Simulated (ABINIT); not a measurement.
# In (I4/mmm) in ABINIT: convergence with smearing width

Aim: find how far smearing width must go before the results for In settle, at BLYP. This setting moves, with any that are tied to it; all else stays.

All numbers are computed with ABINIT 10.8.3 (patched build); they aren't measurements. Logs are shortened: lines on timing, memory, paths and dates and some standing lists are left out, and cuts for length are marked. The log counts tension as positive stress, the text compression.

### 1 The structure

The structure is tetragonal, space group I4/mmm (No. 139). Conventional cell: a = 3.251 Å, b = 3.251 Å, c = 4.947 Å, α = 90.00°, β = 90.00°, γ = 90.00°. Around In (site symmetry 4/mmm) lie 12 In at 3.25 to 3.38 Å.

### 2 With smearing width 0.272 eV

The input, run.abi:

```
# Pseudopotentials
pp_dirpath "./"
pseudos "In.GGA_PBE-JTH.xml"

# Structure
acell 3*1.0 Angstrom
rprim
    -1.6254700000     1.6254700000     2.4737000000
     1.6254700000    -1.6254700000     2.4737000000
     1.6254700000     1.6254700000    -2.4737000000
ntypat 1
znucl 49
natom 1
typat 1
xred
     0.0000000000     0.0000000000     0.0000000000

# Plane-wave basis
ecut 598.650497 eV
pawecutdg 44.0
pawxcdev 0

# k points
kptopt 1
ngkpt 11 11 11
nshiftk 1
shiftk 0.0 0.0 0.0

# Exchange and correlation
ixc -106131

# Bands and occupations
nband 11
occopt 6
tsmear 0.00999582

# SCF cycle
nstep 100
tolvrs 1.0e-9

# Output
iomode 3
prtwf 0
prtden 0
prteig 0
prtebands 0
```

Potentials or basis: JTH PAW PBE v2.0.

Command:

```sh
> abinit run.abi > log 2>&1
```

run.abo:

```text
.Version 10.8.3 of ABINIT
 Symmetries : space group I4/m m m (#139); Bravais tI (body-center tetrag.)
================================================================================
 Values of the parameters that define the memory need of the present run
     intxc =       0    ionmov =       0      iscf =      17    lmnmax =      18
     lnmax =       6     mgfft =      30  mpssoang =       3    mqgrid =    3001
     natom =       1  nloc_mem =       2    nspden =       1   nspinor =       1
    nsppol =       1      nsym =      16    n1xccc =       1    ntypat =       1
    occopt =       6   xclevel =       2
       mpw =         894          nfft =       27000          nkpt =         126
 PAW method is used; the additional fine FFT grid is defined by:
   mgfftf=        40    nfftf =     64000
================================================================================
================================================================================

--------------------------------------------------------------------------------
------------- Echo of variables that govern the present computation ------------
--------------------------------------------------------------------------------
 -outvars: echo values of preprocessed input variables --------
            acell      1.8897261259E+00  1.8897261259E+00  1.8897261259E+00 Bohr
              amu      1.14820000E+02
             ecut      2.20000000E+01 Hartree
                       outvar_i_n : Printing only first  50 k-points.
              ixc     -106131
                       outvar_i_n : Printing only first  50 k-points.
         kptrlatt       11    0    0      0   11    0      0    0   11
          kptrlen      6.75772488E+01
            natom           1
            nband          11
            ngfft          30      30      30
          ngfftdg          40      40      40
             nkpt         126
            nstep         100
             nsym          16
           ntypat           1
                       prtocc : prtvol=0, do not print more k-points.
           occopt           6
        pawecutdg      4.40000000E+01 Hartree
         pawxcdev           0
           prtden           0
        prtebands           0
           prteig           0
            prtwf           0
            rprim     -1.6254700000E+00  1.6254700000E+00  2.4737000000E+00
                       1.6254700000E+00 -1.6254700000E+00  2.4737000000E+00
                       1.6254700000E+00  1.6254700000E+00 -2.4737000000E+00
          spgroup         139
           tolvrs      1.00000000E-09
           tsmear      9.99582000E-03 Hartree
            typat      1
           useylm           1
                       outvars : Printing only first  50 k-points.
            znucl       49.00000

================================================================================

 chkinp: Checking input parameters for consistency.

================================================================================
== DATASET  1 ==================================================================

--- !DatasetInfo
iteration_state: {dtset: 1, }
dimensions: {natom: 1, nkpt: 126, mband: 11, nsppol: 1, nspinor: 1, nspden: 1, mpw: 894, }
cutoff_energies: {ecut:  22.0, pawecutdg:  44.0, }
electrons: {nelect:   1.30000000E+01, charge:   0.00000000E+00, occopt:   6.00000000E+00, tsmear:   9.99582000E-03, }
meta: {optdriver: 0, ionmov: 0, optcell: 0, iscf: 17, paral_kgb: 0, }
...

 Real(R)+Recip(G) space primitive vectors, cartesian coordinates (Bohr,Bohr^-1):
 R(1)= -3.0716931  3.0716931  4.6746155  G(1)=  0.0000000  0.1627767  0.1069607
 R(2)=  3.0716931 -3.0716931  4.6746155  G(2)=  0.1627767  0.0000000  0.1069607
 R(3)=  3.0716931  3.0716931 -4.6746155  G(3)=  0.1627767  0.1627767  0.0000000
 Unit cell volume ucvol=  1.7642557E+02 bohr^3
 Angles (23,13,12)=  1.22452932E+02  1.22452932E+02  8.58014374E+01 degrees

[... 48 lines left out ...]

 Cartesian components of stress tensor (hartree/bohr^3)
  sigma(1 1)= -2.06556492E-04  sigma(3 2)=  0.00000000E+00
  sigma(2 2)= -2.06556492E-04  sigma(3 1)=  0.00000000E+00
  sigma(3 3)= -2.09819979E-04  sigma(2 1)=  0.00000000E+00

--- !ResultsGS
iteration_state: {dtset: 1, }
comment   : Summary of ground state results
lattice_vectors:
- [ -3.0716931,   3.0716931,   4.6746155, ]
- [  3.0716931,  -3.0716931,   4.6746155, ]
- [  3.0716931,   3.0716931,  -4.6746155, ]
lattice_lengths: [   6.38143,    6.38143,    6.38143, ]
lattice_angles: [122.453, 122.453,  85.801, ] # degrees, (23, 13, 12)
lattice_volume:   1.7642557E+02
convergence: {deltae:  9.379E-13, res2:  6.074E-11, residm:  1.035E-04, diffor: null, }
etotal    :  -5.79372745E+01
entropy   :   0.00000000E+00
fermie    :   2.33421690E-01
cartesian_stress_tensor: # hartree/bohr^3
- [ -2.06556492E-04,   0.00000000E+00,   0.00000000E+00, ]
- [  0.00000000E+00,  -2.06556492E-04,   0.00000000E+00, ]
- [  0.00000000E+00,   0.00000000E+00,  -2.09819979E-04, ]
pressure_GPa:   6.1091E+00
xred      :
- [  0.0000E+00,   0.0000E+00,   0.0000E+00, In]
cartesian_forces: # hartree/bohr
- [ -0.00000000E+00,  -0.00000000E+00,  -0.00000000E+00, ]
force_length_stats: {min:   0.00000000E+00, max:   0.00000000E+00, mean:   0.00000000E+00, }
...

 Integrated electronic density in atomic spheres:
 ------------------------------------------------
 Atom  Sphere_radius  Integrated_density
    1        2.50645         11.16699804

================================================================================

 ----iterations are completed or convergence reached----

 Mean square residual over all n,k,spin=   26.585E-08; max=  10.355E-05
 reduced coordinates (array xred) for    1 atoms
       0.000000000000      0.000000000000      0.000000000000
 rms dE/dt=  0.0000E+00; max dE/dt=  0.0000E+00; dE/dt below (all hartree)
    1       0.000000000000      0.000000000000      0.000000000000

 cartesian coordinates (angstrom) at end:
    1      0.00000000000000     0.00000000000000     0.00000000000000

 cartesian forces (hartree/bohr) at end:
    1     -0.00000000000000    -0.00000000000000    -0.00000000000000
 frms,max,avg= 0.0000000E+00 0.0000000E+00   0.000E+00  0.000E+00  0.000E+00 h/b

 cartesian forces (eV/Angstrom) at end:
    1     -0.00000000000000    -0.00000000000000    -0.00000000000000
 frms,max,avg= 0.0000000E+00 0.0000000E+00   0.000E+00  0.000E+00  0.000E+00 e/A
 length scales=  1.889726125908  1.889726125908  1.889726125908 bohr
              =  1.000000000000  1.000000000000  1.000000000000 angstroms
 Fermi (or HOMO) energy (hartree) =   0.23342   Average Vxc (hartree)=  -0.35509
 Eigenvalues (hartree) for nkpt= 126  k points:
 kpt#   1, nband= 11, wtk=  0.00075, kpt=  0.0000  0.0000  0.0000 (reduced coord)
  -0.31063   -0.30668   -0.30668   -0.30371   -0.29992   -0.11863    0.61193    0.61193
   0.61751    0.67317    0.74994
      occupation numbers for kpt#   1
   2.00000    2.00000    2.00000    2.00000    2.00000    2.00000    0.00000    0.00000
   0.00000    0.00000    0.00000
 prteigrs : prtvol=0 or 1, do not print more k-points.

--- !EnergyTerms
iteration_state     : {dtset: 1, }
comment             : Components of total free energy in Hartree
kinetic             :  1.39868826141115E+01
hartree             :  1.90133189807280E+01
xc                  : -7.48123389585797E+00
Ewald energy        : -4.35099901019396E+01
psp_core            :  1.88982979499644E+00
local_psp           : -5.29557350433703E+01
PAW spherical_terms :  1.11196500668253E+01
internal            : -5.79372775845067E+01
'-kT*entropy'       :  4.06436864075726E-06
total_energy        : -5.79372735201380E+01
total_energy_eV     : -1.57655352779552E+03
...

--- !EnergyTermsDC
iteration_state     : {dtset: 1, }
comment             : '"Double-counting" decomposition of free energy'
band_energy         : -2.76683664227749E+00
Ewald energy        : -4.35099901019396E+01
psp_core            :  1.88982979499644E+00
xc_dc               : -2.18536506522634E+01
PAW spherical_terms :  8.30336905653280E+00
internal            : -5.79372785449513E+01
'-kT*entropy'       :  4.06436864075726E-06
total_energy_dc     : -5.79372744805826E+01
total_energy_dc_eV  : -1.57655355393055E+03
...

--- !EnergyTermsWithPAWCore
iteration_state     : {dtset: 1, }
comment             : 'Components of total free energy, including PAW core contributions'
Total energy        : -5.88230185536430E+03
Total energy DC     : -5.88230185632474E+03
Total energy (eV)   : -1.60065587801769E+05
Total energy DC (eV): -1.60065587827904E+05
...

 Cartesian components of stress tensor (hartree/bohr^3)
  sigma(1 1)= -2.06556492E-04  sigma(3 2)=  0.00000000E+00
  sigma(2 2)= -2.06556492E-04  sigma(3 1)=  0.00000000E+00
  sigma(3 3)= -2.09819979E-04  sigma(2 1)=  0.00000000E+00

-Cartesian components of stress tensor (GPa)         [Pressure=  6.1091E+00 GPa]
- sigma(1 1)= -6.07710181E+00  sigma(3 2)=  0.00000000E+00
- sigma(2 2)= -6.07710181E+00  sigma(3 1)=  0.00000000E+00
- sigma(3 3)= -6.17311690E+00  sigma(2 1)=  0.00000000E+00

== END DATASET(S) ==============================================================
================================================================================

 -outvars: echo values of variables after computation  --------
            acell      1.8897261259E+00  1.8897261259E+00  1.8897261259E+00 Bohr
           etotal     -5.7937274481E+01
            fcart     -0.0000000000E+00 -0.0000000000E+00 -0.0000000000E+00
            rprim     -1.6254700000E+00  1.6254700000E+00  2.4737000000E+00
                       1.6254700000E+00 -1.6254700000E+00  2.4737000000E+00
                       1.6254700000E+00  1.6254700000E+00 -2.4737000000E+00
           strten     -2.0655649200E-04 -2.0655649200E-04 -2.0981997883E-04
                       0.0000000000E+00  0.0000000000E+00  0.0000000000E+00
 Calculation completed.
```

It took 57 s on 1 thread of Arm Neoverse N1, shared host; peak memory 0.13 GiB.

Results:

```yaml
Free_energy: -1576.5536 eV
Pressure: 6.1 GPa
Band_gap_on_the_k_mesh: none (metal or under the smearing width)
Valence_electrons_inside_the_program's_atomic_spheres: In 11.17 (radii [1.3264] Å)
```

### 3 With smearing width 0.2 eV

run.abi: that of step 2 with these lines changed.

```diff
@@ -34,3 +34,3 @@
 occopt 6
-tsmear 0.00999582
+tsmear 0.00734986
```

Potentials or basis: JTH PAW PBE v2.0.

Command:

```sh
> abinit run.abi > log 2>&1
```

It took 57 s on 1 thread of Arm Neoverse N1, shared host; peak memory 0.13 GiB.

The run converged. Its results:

```yaml
Free_energy: -1576.5535 eV
Pressure: 6.1 GPa
Band_gap_on_the_k_mesh: none (metal or under the smearing width)
Valence_electrons_inside_the_program's_atomic_spheres: In 11.17 (radii [1.3264] Å)
```

### 4 With smearing width 0.136 eV

run.abi: that of step 3 with these lines changed.

```diff
@@ -34,3 +34,3 @@
 occopt 6
-tsmear 0.00734986
+tsmear 0.00499791
```

Command:

```sh
> abinit run.abi > log 2>&1
```

Wall time 58 s (1 thread of Arm Neoverse N1, shared host); peak memory 0.13 GiB.

Results (log left out):

| Quantity | Value |
| --- | --- |
| Free energy | -1576.5535 eV |
| Pressure | 6.1 GPa |
| Band gap on the k mesh | none (metal or under the smearing width) |
| Valence electrons inside the program's atomic spheres | In 11.17 (radii [1.3264] Å) |

### 5 With smearing width 0.1 eV

run.abi: that of step 4 with these lines changed.

```diff
@@ -34,3 +34,3 @@
 occopt 6
-tsmear 0.00499791
+tsmear 0.00367493
```

Command:

```sh
> abinit run.abi > log 2>&1
```

Run time: 58 s. Hardware: 1 thread of Arm Neoverse N1, shared host; peak memory 0.13 GiB.

It converged, with:

```
Free energy                                           : -1576.5536 eV
Pressure                                              : 6.1 GPa
Band gap on the k mesh                                : none (metal or under the smearing width)
Valence electrons inside the program's atomic spheres : In 11.17 (radii [1.3264] Å)
```

### 6 With smearing width 0.05 eV

run.abi: that of step 5 with these lines changed.

```diff
@@ -34,3 +34,3 @@
 occopt 6
-tsmear 0.00367493
+tsmear 0.00183747
```

Potentials or basis: JTH PAW PBE v2.0.

Command:

```sh
> abinit run.abi > log 2>&1
```

Run time: 58 s. Hardware: 1 thread of Arm Neoverse N1, shared host; peak memory 0.13 GiB.

The run converged. Its results:

* Free energy: -1576.5535 eV
* Pressure: 6.1 GPa
* Band gap on the k mesh: none (metal or under the smearing width)
* Valence electrons inside the program's atomic spheres: In 11.17 (radii [1.3264] Å)

### 7 With smearing width 0.025 eV

run.abi: that of step 6 with these lines changed.

```diff
@@ -34,3 +34,3 @@
 occopt 6
-tsmear 0.00183747
+tsmear 0.00091873
```

Command:

```sh
> abinit run.abi > log 2>&1
```

It took 57 s on 1 thread of Arm Neoverse N1, shared host; peak memory 0.13 GiB.

The run converged. Its results:

| Item | Value |
| --- | --- |
| Free energy | -1576.5535 eV |
| Pressure | 6.1 GPa |
| Band gap on the k mesh | none (metal or under the smearing width) |
| Valence electrons inside the program's atomic spheres | In 11.17 (radii [1.3264] Å) |

### 8 With smearing width 0.01 eV

run.abi: that of step 7 with these lines changed.

```diff
@@ -34,3 +34,3 @@
 occopt 6
-tsmear 0.00091873
+tsmear 0.00036749
```

Command:

```sh
> abinit run.abi > log 2>&1
```

Run time: 57 s. Hardware: 1 thread of Arm Neoverse N1, shared host; peak memory 0.13 GiB.

Results (log left out):

```
Free energy                                           : -1576.5534 eV
Pressure                                              : 6.1 GPa
Band gap on the k mesh                                : none (metal or under the smearing width)
Valence electrons inside the program's atomic spheres : In 11.17 (radii [1.3264] Å)
```

### 9 Summary

```tsv
smearing width	energy less the tightest run (meV/atom)	SCF cycles	CPU time (s)	peak memory (GiB)
0.272 eV	-0.14	9	57	0.13
0.2 eV	-0.13	9	57	0.13
0.136 eV	-0.14	9	58	0.13
0.1 eV	-0.16	9	58	0.13
0.05 eV	-0.08	9	58	0.13
0.025 eV	-0.04	9	57	0.13
0.01 eV	0.00	9	57	0.13
```

Against the tightest run, the energy stays within 1 meV/atom from 0.272 eV on. Narrower smearing needs a denser k mesh, so at a fixed mesh the narrowest width isn't the most accurate. The tightest run that finished is the yardstick and may itself not be fully converged.

Caveats: the PAW data sets were made with another functional, which shifts forces and pressure a little.
